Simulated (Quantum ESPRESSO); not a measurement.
# BaTiO3 (Barioperovskite) (Amm2) in Quantum ESPRESSO: notebook, part 2 of 3

Quantum ESPRESSO 7.5. The steps go on from the part before.

## 3. Phonons, LDA

The input, pw.in:

```
&CONTROL
  calculation = 'scf'
  prefix = 'pwscf'
  outdir = './tmp'
  pseudo_dir = './pseudo'
  tprnfor = .true.
  tstress = .true.
  disk_io = 'low'
/
&SYSTEM
  ibrav = 0
  celldm(1) = 8
  nat = 5
  ntyp = 3
  ecutwfc = 45
  ecutrho = 360
  nbnd = 28
  occupations = 'smearing'
  smearing = 'fd'
  degauss = 0.00367493
/
&ELECTRONS
  conv_thr = 1d-09
  electron_maxstep = 120
  mixing_beta = 0.5
/
ATOMIC_SPECIES
Ba   137.3270 ba_lda_v1.uspp.F.UPF
Ti    47.8670 ti_lda_v1.4.uspp.F.UPF
O     15.9990 o_lda_v1.2.uspp.F.UPF
CELL_PARAMETERS alat
  0.9414379337120   0.0000000000000   0.0000000000000
  0.0000000000000   0.6701205053689   0.6720692854349
  0.0000000000000  -0.6701205053689   0.6720692854349
ATOMIC_POSITIONS crystal
Ba     0.0000000000    0.0000000000    0.0000000000
Ti     0.5000000000    0.5124000000    0.5124000000
O      0.5000000000    0.9918400000    0.5052400000
O      0.5000000000    0.5052400000    0.9918400000
O      0.0000000000    0.4874000000    0.4874000000
K_POINTS automatic
2 2 2 1 1 1
```

The input, relax.in:

```
&CONTROL
  calculation = 'relax'
  prefix = 'pwscf'
  outdir = './tmp'
  pseudo_dir = './pseudo'
  tprnfor = .true.
  tstress = .true.
  disk_io = 'low'
  nstep = 40
  forc_conv_thr = 0.0001
  etot_conv_thr = 1d-06
/
&SYSTEM
  ibrav = 0
  celldm(1) = 8
  nat = 5
  ntyp = 3
  ecutwfc = 45
  ecutrho = 360
  nbnd = 28
  occupations = 'smearing'
  smearing = 'fd'
  degauss = 0.00367493
/
&ELECTRONS
  conv_thr = 1d-09
  electron_maxstep = 120
  mixing_beta = 0.5
/
&IONS
  ion_dynamics = 'bfgs'
/
ATOMIC_SPECIES
Ba   137.3270 ba_lda_v1.uspp.F.UPF
Ti    47.8670 ti_lda_v1.4.uspp.F.UPF
O     15.9990 o_lda_v1.2.uspp.F.UPF
CELL_PARAMETERS alat
  0.9414379337120   0.0000000000000   0.0000000000000
  0.0000000000000   0.6701205053689   0.6720692854349
  0.0000000000000  -0.6701205053689   0.6720692854349
ATOMIC_POSITIONS crystal
Ba     0.0000000000    0.0000000000    0.0000000000
Ti     0.5000000000    0.5124000000    0.5124000000
O      0.5000000000    0.9918400000    0.5052400000
O      0.5000000000    0.5052400000    0.9918400000
O      0.0000000000    0.4874000000    0.4874000000
K_POINTS automatic
2 2 2 1 1 1
```

The input, scf2.in:

```
&CONTROL
  calculation = 'scf'
  prefix = 'pwscf'
  outdir = './tmp'
  pseudo_dir = './pseudo'
  tprnfor = .true.
  tstress = .true.
  disk_io = 'low'
/
&SYSTEM
  ibrav = 0
  celldm(1) = 8
  nat = 5
  ntyp = 3
  ecutwfc = 45
  ecutrho = 360
  nbnd = 28
  occupations = 'fixed'
/
&ELECTRONS
  conv_thr = 1d-13
  electron_maxstep = 120
  mixing_beta = 0.5
  startingpot = 'file'
  startingwfc = 'file'
/
ATOMIC_SPECIES
Ba   137.3270 ba_lda_v1.uspp.F.UPF
Ti    47.8670 ti_lda_v1.4.uspp.F.UPF
O     15.9990 o_lda_v1.2.uspp.F.UPF
CELL_PARAMETERS alat
  0.9414379337120   0.0000000000000   0.0000000000000
  0.0000000000000   0.6701205053689   0.6720692854349
  0.0000000000000  -0.6701205053689   0.6720692854349
ATOMIC_POSITIONS crystal
Ba     0.0000000000   -0.0006115248   -0.0006115248
Ti     0.5000000000    0.4993614100    0.4993614100
O      0.5000000000    0.9993943537    0.4993852239
O      0.5000000000    0.4993852239    0.9993943537
O      0.0000000000    0.4993505372    0.4993505372
K_POINTS automatic
2 2 2 1 1 1
```

The input, ph.in:

```
phonons of BaTiO3
&INPUTPH
  prefix = 'pwscf'
  outdir = './tmp'
  tr2_ph = 1d-18
  fildyn = 'dyn'
  niter_ph = 90
  alpha_mix(1) = 0.7
  epsil = .true.
/
0.0000000000 0.0000000000 0.0000000000
```

The input, dynmat.in:

```
&INPUT
  fildyn = 'dyn'
  asr = 'crystal'
  lperm = .true.
  filout = 'dynmat.disp'
  fileig = 'dynmat.eig'
/
```

The input, dynmat_lo.in:

```
&INPUT
  fildyn = 'dyn'
  asr = 'crystal'
  filout = 'dynmat_lo.disp'
  fileig = 'dynmat_lo.eig'
  q(1) = 0
  q(2) = 0
  q(3) = 1
/
```

Potentials or basis: GBRV 1.5 LDA.

On the command line:

```console
$ OMP_NUM_THREADS=1 pw.x -in pw.in > pw.out
$ OMP_NUM_THREADS=1 pw.x -in relax.in > relax.out
$ OMP_NUM_THREADS=1 pw.x -in scf2.in > scf2.out
$ OMP_NUM_THREADS=1 ph.x -in ph.in > ph.out
$ OMP_NUM_THREADS=1 dynmat.x -in dynmat.in > dynmat.out
$ OMP_NUM_THREADS=1 dynmat.x -in dynmat_lo.in > dynmat_lo.out
```

pw.out:

```text
This program is part of the open-source Quantum ESPRESSO suite
     for quantum simulation of materials; please cite
[... 9 lines left out ...]
     --------------------
     sticks:   dense  smooth     PW     G-vecs:    dense   smooth      PW
     Sum        1637     817    225                50085    17725    2553

     Using Slab Decomposition

     bravais-lattice index     =            0
     lattice parameter (alat)  =       8.0000  a.u.
     unit-cell volume          =     434.1688 (a.u.)^3
     number of atoms/cell      =            5
     number of atomic types    =            3
     number of electrons       =        40.00
     number of Kohn-Sham states=           28
     kinetic-energy cutoff     =      45.0000  Ry
     charge density cutoff     =     360.0000  Ry
     scf convergence threshold =      1.0E-09
     mixing beta               =       0.5000
     number of iterations used =            8  plain     mixing
     Exchange-correlation= SLA  PZ   NOGX NOGC
                           (   1   1   0   0   0   0   0)

     celldm(1)=   8.000000  celldm(2)=   0.000000  celldm(3)=   0.000000
     celldm(4)=   0.000000  celldm(5)=   0.000000  celldm(6)=   0.000000

     crystal axes: (cart. coord. in units of alat)
               a(1) = (   0.941438   0.000000   0.000000 )
               a(2) = (   0.000000   0.670121   0.672069 )
               a(3) = (   0.000000  -0.670121   0.672069 )

     reciprocal axes: (cart. coord. in units 2 pi/alat)
               b(1) = (  1.062205  0.000000 -0.000000 )
               b(2) = ( -0.000000  0.746134  0.743971 )
               b(3) = (  0.000000 -0.746134  0.743971 )

     PseudoPot. # 1 for Ba read from file:
     ba_lda_v1.uspp.F.UPF
     Pseudo is Ultrasoft + core correction, Zval = 10.0
     Generated by new atomic code, or converted to UPF format
     Using radial grid of  907 points,  7 beta functions with:
                l(1) =   0
                l(2) =   0
                l(3) =   1
                l(4) =   1
                l(5) =   2
                l(6) =   2
                l(7) =   3
     Q(r) pseudized with  6 coefficients,  rinner =    1.700   1.700   1.700
                                                       1.700   1.700   1.700
                                                       1.700

     PseudoPot. # 2 for Ti read from file:
     ti_lda_v1.4.uspp.F.UPF
     Pseudo is Ultrasoft + core correction, Zval = 12.0
     Generated by new atomic code, or converted to UPF format
     Using radial grid of  851 points,  6 beta functions with:
                l(1) =   0
                l(2) =   0
                l(3) =   1
                l(4) =   1
                l(5) =   2
                l(6) =   2
     Q(r) pseudized with  6 coefficients,  rinner =    1.000   1.000   1.000
                                                       1.000   1.000

     PseudoPot. # 3 for O  read from file:
     o_lda_v1.2.uspp.F.UPF
     Pseudo is Ultrasoft + core correction, Zval =  6.0
     Generated by new atomic code, or converted to UPF format
     Using radial grid of  737 points,  5 beta functions with:
                l(1) =   0
                l(2) =   0
                l(3) =   1
                l(4) =   1
                l(5) =   2
     Q(r) pseudized with  8 coefficients,  rinner =    0.900   0.900   0.900
                                                       0.900   0.900

     atomic species   valence    mass     pseudopotential
     Ba               10.00   137.32700     Ba( 1.00)
     Ti               12.00    47.86700     Ti( 1.00)
     O                 6.00    15.99900     O ( 1.00)

      4 Sym. Ops. (no inversion) found

   Cartesian axes

     site n.     atom                  positions (alat units)
         1        Ba     tau(   1) = (   0.0000000   0.0000000   0.0000000  )
         2        Ti     tau(   2) = (   0.4707190   0.0000000   0.6887366  )
         3        O      tau(   3) = (   0.4707190   0.3260806   1.0061415  )
         4        O      tau(   4) = (   0.4707190  -0.3260806   1.0061415  )
         5        O      tau(   5) = (   0.0000000   0.0000000   0.6551331  )

     number of k points=     2  Fermi-Dirac smearing, width (Ry)=  0.0037
                       cart. coord. in units 2pi/alat
        k(    1) = (   0.2655512   0.0000000   0.3719855), wk =   1.0000000
        k(    2) = (   0.2655512   0.3730672   0.0000000), wk =   1.0000000

     Dense  grid:    50085 G-vectors     FFT dimensions: (  45,  45,  45)

     Smooth grid:    17725 G-vectors     FFT dimensions: (  36,  36,  36)

     Check: negative core charge=   -0.000007

     Initial potential from superposition of free atoms

     starting charge      38.9872, renormalised to      40.0000

     negative rho (up, down):  1.012E-01 0.000E+00
     Starting wfcs are   35 randomized atomic wfcs

     Self-consistent Calculation

     iteration #  1     ecut=    45.00 Ry     beta= 0.50
     Davidson diagonalization with overlap
     ethr =  1.00E-02,  avg # of iterations =  2.0

     negative rho (up, down):  9.539E-02 0.000E+00

     total energy              =    -286.94202711 Ry
     estimated scf accuracy    <       0.67911615 Ry

     iteration #  2     ecut=    45.00 Ry     beta= 0.50
     Davidson diagonalization with overlap
     ethr =  1.70E-03,  avg # of iterations =  2.0

     negative rho (up, down):  9.394E-02 0.000E+00

     total energy              =    -286.84627075 Ry
     estimated scf accuracy    <       2.18888274 Ry

     iteration #  3     ecut=    45.00 Ry     beta= 0.50
     Davidson diagonalization with overlap
     ethr =  1.70E-03,  avg # of iterations =  2.0

     negative rho (up, down):  9.233E-02 0.000E+00

     total energy              =    -287.22206216 Ry
     estimated scf accuracy    <       0.07754601 Ry

     iteration #  4     ecut=    45.00 Ry     beta= 0.50
     Davidson diagonalization with overlap
     ethr =  1.94E-04,  avg # of iterations =  2.0

     negative rho (up, down):  9.042E-02 0.000E+00

     total energy              =    -287.22269059 Ry
     estimated scf accuracy    <       0.01354395 Ry

     iteration #  5     ecut=    45.00 Ry     beta= 0.50
     Davidson diagonalization with overlap
     ethr =  3.39E-05,  avg # of iterations =  2.0

     negative rho (up, down):  9.026E-02 0.000E+00

     total energy              =    -287.22524514 Ry
     estimated scf accuracy    <       0.00093136 Ry

     iteration #  6     ecut=    45.00 Ry     beta= 0.50
     Davidson diagonalization with overlap
     ethr =  2.33E-06,  avg # of iterations =  4.0

     negative rho (up, down):  9.011E-02 0.000E+00

     total energy              =    -287.22524461 Ry
     estimated scf accuracy    <       0.00026674 Ry

     iteration #  7     ecut=    45.00 Ry     beta= 0.50
     Davidson diagonalization with overlap
     ethr =  6.67E-07,  avg # of iterations =  2.0

     negative rho (up, down):  9.007E-02 0.000E+00

     total energy              =    -287.22530256 Ry
     estimated scf accuracy    <       0.00002579 Ry

     iteration #  8     ecut=    45.00 Ry     beta= 0.50
     Davidson diagonalization with overlap
     ethr =  6.45E-08,  avg # of iterations =  1.0

     negative rho (up, down):  9.007E-02 0.000E+00

     total energy              =    -287.22530591 Ry
     estimated scf accuracy    <       0.00000035 Ry

     iteration #  9     ecut=    45.00 Ry     beta= 0.50
     Davidson diagonalization with overlap
     ethr =  8.84E-10,  avg # of iterations =  2.0

     negative rho (up, down):  9.007E-02 0.000E+00

     total energy              =    -287.22530603 Ry
     estimated scf accuracy    <       0.00000007 Ry

     iteration # 10     ecut=    45.00 Ry     beta= 0.50
     Davidson diagonalization with overlap
     ethr =  1.83E-10,  avg # of iterations =  2.0

     negative rho (up, down):  9.007E-02 0.000E+00

     total energy              =    -287.22530603 Ry
     estimated scf accuracy    <       0.00000002 Ry

     iteration # 11     ecut=    45.00 Ry     beta= 0.50
     Davidson diagonalization with overlap
     ethr =  3.77E-11,  avg # of iterations =  2.0

     negative rho (up, down):  9.007E-02 0.000E+00

     total energy              =    -287.22530603 Ry
     estimated scf accuracy    <          1.5E-09 Ry

     iteration # 12     ecut=    45.00 Ry     beta= 0.50
     Davidson diagonalization with overlap
     ethr =  3.65E-12,  avg # of iterations =  1.5

     negative rho (up, down):  9.007E-02 0.000E+00

     End of self-consistent calculation

          k = 0.2656 0.0000 0.3720 (  2216 PWs)   bands (ev):

   -45.6929 -22.2921 -22.2879 -22.2748 -14.5433  -6.3380  -5.7676  -5.7334
    -0.0251  -0.0076   0.5851   6.2572   6.9246   6.9669   7.4394   7.6222
     7.7035   9.2574   9.2852   9.3795  13.2647  13.3333  13.3584  16.1084
    16.1665  17.2778  17.3349  18.0705

          k = 0.2656 0.3731 0.0000 (  2221 PWs)   bands (ev):

   -45.6929 -22.2914 -22.2886 -22.2748 -14.5431  -6.3358  -5.7979  -5.7088
    -0.0493   0.0251   0.5879   6.2492   6.8922   6.9971   7.4670   7.6210
     7.6885   9.2517   9.2557   9.3975  13.2643  13.3378  13.3521  16.1049
    16.1667  17.2215  17.3659  18.0698

     the Fermi energy is    11.4870 ev

!    total energy              =    -287.22530603 Ry
     estimated scf accuracy    <          2.3E-11 Ry
     smearing contrib. (-TS)   =      -0.00000000 Ry
     internal energy E=F+TS    =    -287.22530603 Ry

     The total energy is F=E-TS. E is the sum of the following terms:
     one-electron contribution =     -73.00848462 Ry
     hartree contribution      =      60.05257377 Ry
     xc contribution           =     -67.35182748 Ry
     ewald contribution        =    -206.91756770 Ry

     convergence has been achieved in  12 iterations

     negative rho (up, down):  9.007E-02 0.000E+00

     Forces acting on atoms (cartesian axes, Ry/au):

     atom    1 type  1   force =     0.00000000   -0.00000000    0.00612662
     atom    2 type  2   force =     0.00000000    0.00000000   -0.02760838
     atom    3 type  3   force =     0.00000000    0.00053614   -0.00210641
     atom    4 type  3   force =     0.00000000   -0.00053614   -0.00210641
     atom    5 type  3   force =     0.00000000    0.00000000    0.02569457

     Total force =     0.038333     Total SCF correction =     0.000001

     Computing stress (Cartesian axis) and pressure

     negative rho (up, down):  9.007E-02 0.000E+00
          total   stress  (Ry/bohr**3)                   (kbar)     P=      -78.66
  -0.00049991   0.00000000   0.00000000          -73.54        0.00        0.00
   0.00000000  -0.00053162   0.00000000            0.00      -78.20        0.00
   0.00000000   0.00000000  -0.00057259            0.00        0.00      -84.23

=------------------------------------------------------------------------------=
   JOB DONE.
=------------------------------------------------------------------------------=
```

Run time: 20 min. Hardware: 1 thread of Intel Xeon at 2.50GHz (Skylake/Cascade Lake), shared host; peak memory 0.36 GiB.

What came out:

```
Free energy                                             : -3907.9478 eV
Pressure after relaxing                                 : -8.8 GPa
Electronic dielectric tensor (diagonal)                 : 6.08, 6.01, 6.01
Born charges (mean of the diagonal)                     : Ba +2.68; Ti +6.19; O -2.74, -2.73 e
Highest phonon frequency at Γ, LO-TO splitting left out : 482 cm⁻¹
Static dielectric tensor (diagonal)                     : 41.79, 51.04, 52.44
```

Stress tensor (GPa, compression positive):
```
-7.89  0.00  0.00
 0.00 -8.88  0.00
 0.00  0.00 -9.61
```

Step by step:
| step | energy change (eV) | largest force (eV/Å) | pressure (GPa) |
| --- | --- | --- | --- |
| 1 | 0.0000 | 0.7098 | -7.87 |
| 2 | -0.0174 | 0.5123 | -8.07 |
| 3 | -0.0315 | 0.3303 | -8.28 |
| 4 | -0.0424 | 0.1850 | -8.56 |
| 5 | -0.0448 | 0.1640 | -8.67 |
| 6 | -0.0467 | 0.1040 | -8.74 |
| 7 | -0.0478 | 0.0517 | -8.77 |
| 8 | -0.0480 | 0.0366 | -8.78 |
| 9 | -0.0482 | 0.0368 | -8.78 |
| 10 | -0.0483 | 0.0380 | -8.79 |
| 11 | -0.0484 | 0.0211 | -8.79 |
| 12 | -0.0484 | 0.0060 | -8.79 |
| 13 | -0.0484 | 0.0012 | -8.79 |

Final structure:
```
Ba Ti O
1.0
     3.98550    0.00000    0.00000
     0.00000    2.83690    2.84515
     0.00000   -2.83690    2.84515
Ba Ti O
1 1 3
Cartesian
  0.0000 0.0000 -0.0035
  1.9928 0.0000 2.8415
  1.9928 1.4185 4.2643
  1.9928 -1.4185 4.2643
  0.0000 0.0000 2.8415
```

Phonon frequencies in cm⁻¹ (negative: imaginary):
```csv
q point,frequencies
"(0.000, 0.000, 0.000)",-10 -9 -9 151 153 154 201 203 238 359 360 360 481 481 482
```

Electronic dielectric tensor:
```
6.08 0.00 0.00
0.00 6.01 0.00
0.00 0.00 6.01
```

Born effective charge tensors (e):
atom 1, Ba
```
2.68 0.00 0.00
0.00 2.67 0.00
0.00 0.00 2.68
```
atom 2, Ti
```
6.26 0.00 0.00
0.00 6.15 0.00
0.00 0.00 6.17
```
atom 3, O
```
-2.23  0.00  0.00
 0.00 -2.99 -0.78
 0.00 -0.78 -3.00
```
atom 4, O
```
-2.23  0.00  0.00
 0.00 -2.99  0.78
 0.00  0.78 -3.00
```
atom 5, O
```
-3.83  0.00  0.00
 0.00 -2.19  0.00
 0.00  0.00 -2.17
```

Zone-centre frequencies without and with the macroscopic field along z (cm⁻¹):
```tsv
	optical modes in rising order
without	151 153 154 201 203 237 359 360 360 481 481 482
with the field	153 154 155 203 237 359 360 360 455 481 481 613
```

Static dielectric tensor, electrons and zone-centre modes:
```
41.79  0.00  0.00
 0.00 51.04  0.00
 0.00  0.00 52.44
```

Caveat: the k mesh is coarse (spacing up to 0.79 Å⁻¹), so the values aren't converged; the mesh is thin for the dielectric tensor, Born charges and intensities, which usually come out too large; the cell is more than 3 GPa from zero pressure, which shifts response properties; the cell relaxed to another space group than the one typed; the Born charges break their sum rule by 0.65 e, a sign of too thin a mesh. Spin-orbit coupling is left out, which matters for the levels of Ba.

(Part 2 of 3 ends here.)
